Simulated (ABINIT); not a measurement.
# CdS (Hawleyite) (F-43m) in ABINIT: convergence with pawecutdg

Aim: find how far pawecutdg must go before the results for CdS (Hawleyite) settle, at LDA. This setting moves, with any that are tied to it; all else stays.

Program: ABINIT 10.8.3 (patched build). These are calculated values, not measurements. Logs are shortened: lines on timing, memory, paths and dates and some standing lists are left out, and cuts for length are marked. The log counts tension as positive stress, the text compression.

### 1 The crystal as given

It takes space group F-43m (No. 216, cubic). The conventional cell has a = 5.833 Å, b = 5.833 Å, c = 5.833 Å, α = 90.00°, β = 90.00°, γ = 90.00°. Cd (site symmetry -43m) is surrounded by 4 S at 2.53 Å. Around S (site symmetry -43m) lie 4 Cd at 2.53 Å.

### 2 With pawecutdg 22 Ha

Input file run.abi:

```
# Pseudopotentials
pp_dirpath "./"
pseudos "Cd.LDA_PW-JTH.xml, S.LDA_PW-JTH.xml"

# Structure
acell 7.7942771716 7.7942771716 7.7942771716
rprim
     0.0000000000     0.7071067812     0.7071067812
     0.7071067812     0.0000000000     0.7071067812
     0.7071067812     0.7071067812     0.0000000000
ntypat 2
znucl 48 16
natom 2
typat 1 2
xred
     0.0000000000     0.0000000000     0.0000000000
     0.7500000000     0.7500000000     0.7500000000

# Plane-wave basis
ecut 22.0
pawecutdg 22.0

# k points
kptopt 1
ngkpt 8 8 8
nshiftk 1
shiftk 0.0 0.0 0.0

# Exchange and correlation
ixc 7

# Bands and occupations
nband 13
occopt 4
tsmear 0.05 eV

# SCF cycle
nstep 100
tolvrs 1.0e-9

# Output
iomode 3
prtwf 0
prtden 0
prteig 0
prtebands 0
enunit 2
```

Potentials or basis: JTH PAW LDA v2.0.

The run is started by

```bash
> abinit run.abi > log 2>&1
```

It took 27 s on 1 thread of Arm Neoverse V1, shared host; peak memory 0.1 GiB.

Results (log left out):

- Free energy: -1580.7594 eV
- Pressure: -2.4 GPa
- Band gap on the k mesh: 0.84 eV, direct
- Valence electrons inside the program's atomic spheres: Cd 10.49; S 3.59

### 3 With pawecutdg 26.4

Edit run.abi of step 2 so:

```diff
@@ -20,3 +20,3 @@
 ecut 22.0
-pawecutdg 22.0
+pawecutdg 26.4
```

Potentials or basis: JTH PAW LDA v2.0.

The run is started by

```bash
> abinit run.abi > log 2>&1
```

It took 28 s on 1 thread of Arm Neoverse V1, shared host; peak memory 0.1 GiB.

Results (log left out):

```yaml
Free_energy: -1580.7600 eV
Pressure: -2.4 GPa
Band_gap_on_the_k_mesh: 0.84 eV, direct
Valence_electrons_inside_the_program's_atomic_spheres: Cd 10.49; S 3.53
```

### 4 With pawecutdg 33

Edit run.abi of step 3 so:

```diff
@@ -20,3 +20,3 @@
 ecut 22.0
-pawecutdg 26.4
+pawecutdg 33.0
```

The run is started by

```bash
> abinit run.abi > log 2>&1
```

It took 29 s on 1 thread of Arm Neoverse V1, shared host; peak memory 0.11 GiB.

Results (log left out):

```yaml
Free_energy: -1580.7599 eV
Pressure: -2.4 GPa
Band_gap_on_the_k_mesh: 0.84 eV, direct
Valence_electrons_inside_the_program's_atomic_spheres: Cd 10.49; S 3.54
```

### 5 With pawecutdg 39.6

Edit run.abi of step 4 so:

```diff
@@ -20,3 +20,3 @@
 ecut 22.0
-pawecutdg 33.0
+pawecutdg 39.6
```

The run is started by

```bash
> abinit run.abi > log 2>&1
```

It took 29 s on 1 thread of Arm Neoverse V1, shared host; peak memory 0.11 GiB.

It converged, with:

| Quantity | Value |
| --- | --- |
| Free energy | -1580.7602 eV |
| Pressure | -2.4 GPa |
| Band gap on the k mesh | 0.84 eV, direct |
| Valence electrons inside the program's atomic spheres | Cd 10.50; S 3.56 |

### 6 With pawecutdg 48.4

Edit run.abi of step 5 so:

```diff
@@ -20,3 +20,3 @@
 ecut 22.0
-pawecutdg 39.6
+pawecutdg 48.4
```

Potentials or basis: JTH PAW LDA v2.0.

The run is started by

```bash
> abinit run.abi > log 2>&1
```

It took 30 s on 1 thread of Arm Neoverse V1, shared host; peak memory 0.12 GiB.

Results (log left out):

* Free energy: -1580.7603 eV
* Pressure: -2.4 GPa
* Band gap on the k mesh: 0.84 eV, direct
* Valence electrons inside the program's atomic spheres: Cd 10.49; S 3.55

### 7 With pawecutdg 59.4

Edit run.abi of step 6 so:

```diff
@@ -20,3 +20,3 @@
 ecut 22.0
-pawecutdg 48.4
+pawecutdg 59.4
```

The run is started by

```bash
> abinit run.abi > log 2>&1
```

It took 31 s on 1 thread of Arm Neoverse V1, shared host; peak memory 0.14 GiB.

Results (log left out):

| Item | Value |
| --- | --- |
| Free energy | -1580.7601 eV |
| Pressure | -2.4 GPa |
| Band gap on the k mesh | 0.84 eV, direct |
| Valence electrons inside the program's atomic spheres | Cd 10.49; S 3.55 |

### 8 With pawecutdg 72.6

Edit run.abi of step 7 so:

```diff
@@ -20,3 +20,3 @@
 ecut 22.0
-pawecutdg 59.4
+pawecutdg 72.6
```

Potentials or basis: JTH PAW LDA v2.0.

The run is started by

```bash
> abinit run.abi > log 2>&1
```

run.abo:

```text
.Version 10.8.3 of ABINIT
 Symmetries : space group F-4 3 m (#216); Bravais cF (face-center cubic)
================================================================================
 Values of the parameters that define the memory need of the present run
     intxc =       0    ionmov =       0      iscf =      17    lmnmax =      18
     lnmax =       6     mgfft =      36  mpssoang =       3    mqgrid =    3001
     natom =       2  nloc_mem =       2    nspden =       1   nspinor =       1
    nsppol =       1      nsym =      24    n1xccc =       1    ntypat =       2
    occopt =       4   xclevel =       1
       mpw =        1666          nfft =       46656          nkpt =          29
 PAW method is used; the additional fine FFT grid is defined by:
   mgfftf=        60    nfftf =    216000
================================================================================
================================================================================

--------------------------------------------------------------------------------
------------- Echo of variables that govern the present computation ------------
--------------------------------------------------------------------------------
 -outvars: echo values of preprocessed input variables --------
            acell      7.7942771716E+00  7.7942771716E+00  7.7942771716E+00 Bohr
              amu      1.12411000E+02  3.20660000E+01
             ecut      2.20000000E+01 Hartree
           enunit           2
              ixc           7
         kptrlatt        8    0    0      0    8    0      0    0    8
          kptrlen      6.23542174E+01
            natom           2
            nband          13
            ngfft          36      36      36
          ngfftdg          60      60      60
             nkpt          29
            nstep         100
             nsym          24
           ntypat           2
           occopt           4
        pawecutdg      7.26000000E+01 Hartree
           prtden           0
        prtebands           0
           prteig           0
            prtwf           0
            rprim      0.0000000000E+00  7.0710678120E-01  7.0710678120E-01
                       7.0710678120E-01  0.0000000000E+00  7.0710678120E-01
                       7.0710678120E-01  7.0710678120E-01  0.0000000000E+00
          spgroup         216
           tolvrs      1.00000000E-09
           tsmear      1.83746611E-03 Hartree
            typat      1  2
           useylm           1
           xangst      0.0000000000E+00  0.0000000000E+00  0.0000000000E+00
                       4.3747499971E+00  4.3747499971E+00  4.3747499971E+00
            xcart      0.0000000000E+00  0.0000000000E+00  0.0000000000E+00
                       8.2670793639E+00  8.2670793639E+00  8.2670793639E+00
             xred      0.0000000000E+00  0.0000000000E+00  0.0000000000E+00
                       7.5000000000E-01  7.5000000000E-01  7.5000000000E-01
            znucl       48.00000   16.00000

================================================================================

 chkinp: Checking input parameters for consistency.

================================================================================
== DATASET  1 ==================================================================

--- !DatasetInfo
iteration_state: {dtset: 1, }
dimensions: {natom: 2, nkpt: 29, mband: 13, nsppol: 1, nspinor: 1, nspden: 1, mpw: 1666, }
cutoff_energies: {ecut:  22.0, pawecutdg:  72.6, }
electrons: {nelect:   1.80000000E+01, charge:   0.00000000E+00, occopt:   4.00000000E+00, tsmear:   1.83746611E-03, }
meta: {optdriver: 0, ionmov: 0, optcell: 0, iscf: 17, paral_kgb: 0, }
...

 Exchange-correlation functional for the present dataset will be:
  LDA: Perdew-Wang 92 LSD fit to Ceperley-Alder data - ixc=7
[... 91 lines left out ...]
xred      :
- [  0.0000E+00,   0.0000E+00,   0.0000E+00, Cd]
- [  7.5000E-01,   7.5000E-01,   7.5000E-01,  S]
cartesian_forces: # hartree/bohr
- [ -0.00000000E+00,  -0.00000000E+00,  -0.00000000E+00, ]
- [ -0.00000000E+00,  -0.00000000E+00,  -0.00000000E+00, ]
force_length_stats: {min:   0.00000000E+00, max:   0.00000000E+00, mean:   0.00000000E+00, }
...

 Integrated electronic density in atomic spheres:
 ------------------------------------------------
 Atom  Sphere_radius  Integrated_density
    1        2.50234         10.49220456
    2        1.90380          3.54513639

================================================================================

 ----iterations are completed or convergence reached----

 Mean square residual over all n,k,spin=   11.794E-07; max=  28.461E-05
 reduced coordinates (array xred) for    2 atoms
       0.000000000000      0.000000000000      0.000000000000
       0.750000000000      0.750000000000      0.750000000000
 rms dE/dt=  0.0000E+00; max dE/dt=  0.0000E+00; dE/dt below (all hartree)
    1       0.000000000000      0.000000000000      0.000000000000
    2       0.000000000000      0.000000000000      0.000000000000

 cartesian coordinates (angstrom) at end:
    1      0.00000000000000     0.00000000000000     0.00000000000000
    2      4.37474999712710     4.37474999712710     4.37474999712710

 cartesian forces (hartree/bohr) at end:
    1     -0.00000000000000    -0.00000000000000    -0.00000000000000
    2     -0.00000000000000    -0.00000000000000    -0.00000000000000
 frms,max,avg= 0.0000000E+00 0.0000000E+00   0.000E+00  0.000E+00  0.000E+00 h/b

 cartesian forces (eV/Angstrom) at end:
    1     -0.00000000000000    -0.00000000000000    -0.00000000000000
    2     -0.00000000000000    -0.00000000000000    -0.00000000000000
 frms,max,avg= 0.0000000E+00 0.0000000E+00   0.000E+00  0.000E+00  0.000E+00 e/A
 length scales=  7.794277171600  7.794277171600  7.794277171600 bohr
              =  4.124553851874  4.124553851874  4.124553851874 angstroms
 Fermi (or HOMO) energy (hartree) =   0.14713   Average Vxc (hartree)=  -0.34329
 Eigenvalues (hartree) for nkpt=  29  k points:
 kpt#   1, nband= 13, wtk=  0.00195, kpt=  0.0000  0.0000  0.0000 (reduced coord)
  -0.32916   -0.15942   -0.15942   -0.15942   -0.14157   -0.14157    0.12594    0.12594
   0.12594    0.15689    0.35831    0.35831    0.35832
      occupation numbers for kpt#   1
   2.00000    2.00000    2.00000    2.00000    2.00000    2.00000    2.00000    2.00000
   2.00000    0.00000    0.00000    0.00000    0.00000
 prteigrs : prtvol=0 or 1, do not print more k-points.

 Fermi (or HOMO) energy (eV) =   4.00374   Average Vxc (eV)=  -9.34148
 Eigenvalues (   eV  ) for nkpt=  29  k points:
 kpt#   1, nband= 13, wtk=  0.00195, kpt=  0.0000  0.0000  0.0000 (reduced coord)
  -8.95685   -4.33806   -4.33806   -4.33806   -3.85237   -3.85237    3.42703    3.42703
   3.42703    4.26918    9.75017    9.75017    9.75025
 prteigrs : prtvol=0 or 1, do not print more k-points.

--- !EnergyTerms
iteration_state     : {dtset: 1, }
comment             : Components of total free energy in Hartree
kinetic             :  1.72362763243480E+01
hartree             :  1.42048009193268E+01
xc                  : -6.83807360000217E+00
Ewald energy        : -4.26732001540100E+01
psp_core            :  1.48625610086440E+00
local_psp           : -4.46342989682119E+01
PAW spherical_terms :  3.12637498921510E+00
internal            : -5.80918643884698E+01
'-kT*entropy'       :  4.78091710963395E-16
total_energy        : -5.80918643884698E+01
total_energy_eV     : -1.58076015962380E+03
...

--- !EnergyTermsDC
iteration_state     : {dtset: 1, }
comment             : '"Double-counting" decomposition of free energy'
band_energy         : -1.78726903170421E+00
Ewald energy        : -4.26732001540100E+01
psp_core            :  1.48625610086440E+00
xc_dc               : -1.33923735317360E+01
PAW spherical_terms : -1.72527647074741E+00
internal            : -5.80918630873332E+01
'-kT*entropy'       :  4.78091710963395E-16
total_energy_dc     : -5.80918630873332E+01
total_energy_dc_eV  : -1.58076012421807E+03
...

--- !EnergyTermsWithPAWCore
iteration_state     : {dtset: 1, }
comment             : 'Components of total free energy, including PAW core contributions'
Total energy        : -5.98771240749266E+03
Total energy DC     : -5.98771240619153E+03
Total energy (eV)   : -1.62933955050136E+05
Total energy DC (eV): -1.62933955014730E+05
...

 Cartesian components of stress tensor (hartree/bohr^3)
  sigma(1 1)=  8.28724892E-05  sigma(3 2)=  0.00000000E+00
  sigma(2 2)=  8.28724892E-05  sigma(3 1)=  0.00000000E+00
  sigma(3 3)=  8.28724892E-05  sigma(2 1)=  0.00000000E+00

-Cartesian components of stress tensor (GPa)         [Pressure= -2.4382E+00 GPa]
- sigma(1 1)=  2.43819281E+00  sigma(3 2)=  0.00000000E+00
- sigma(2 2)=  2.43819281E+00  sigma(3 1)=  0.00000000E+00
- sigma(3 3)=  2.43819281E+00  sigma(2 1)=  0.00000000E+00

== END DATASET(S) ==============================================================
================================================================================

 -outvars: echo values of variables after computation  --------
            acell      7.7942771716E+00  7.7942771716E+00  7.7942771716E+00 Bohr
           etotal     -5.8091863087E+01
            fcart     -0.0000000000E+00 -0.0000000000E+00 -0.0000000000E+00
                      -0.0000000000E+00 -0.0000000000E+00 -0.0000000000E+00
            rprim      0.0000000000E+00  7.0710678120E-01  7.0710678120E-01
                       7.0710678120E-01  0.0000000000E+00  7.0710678120E-01
                       7.0710678120E-01  7.0710678120E-01  0.0000000000E+00
           strten      8.2872489153E-05  8.2872489153E-05  8.2872489153E-05
                       0.0000000000E+00  0.0000000000E+00  0.0000000000E+00
           xangst      0.0000000000E+00  0.0000000000E+00  0.0000000000E+00
                       4.3747499971E+00  4.3747499971E+00  4.3747499971E+00
             xred      0.0000000000E+00  0.0000000000E+00  0.0000000000E+00
                       7.5000000000E-01  7.5000000000E-01  7.5000000000E-01
 Calculation completed.
```

It took 30 s on 1 thread of Arm Neoverse V1, shared host; peak memory 0.14 GiB.

What came out:

* Free energy: -1580.7601 eV
* Pressure: -2.4 GPa
* Band gap on the k mesh: 0.84 eV, direct
* Valence electrons inside the program's atomic spheres: Cd 10.49; S 3.55

### 9 Summary

```tsv
pawecutdg	energy less the tightest run (meV/atom)	SCF cycles	CPU time (s)	peak memory (GiB)
22 Ha	0.34	14	27	0.1
26.4	0.06	15	28	0.1
33	0.09	15	29	0.11
39.6	-0.04	15	29	0.11
48.4	-0.08	16	30	0.12
59.4	0.01	16	31	0.14
72.6	0.00	16	30	0.14
```

Against the tightest run, the energy stays within 1 meV/atom from 22 Ha on. The tightest run that finished is the yardstick and may itself not be fully converged.
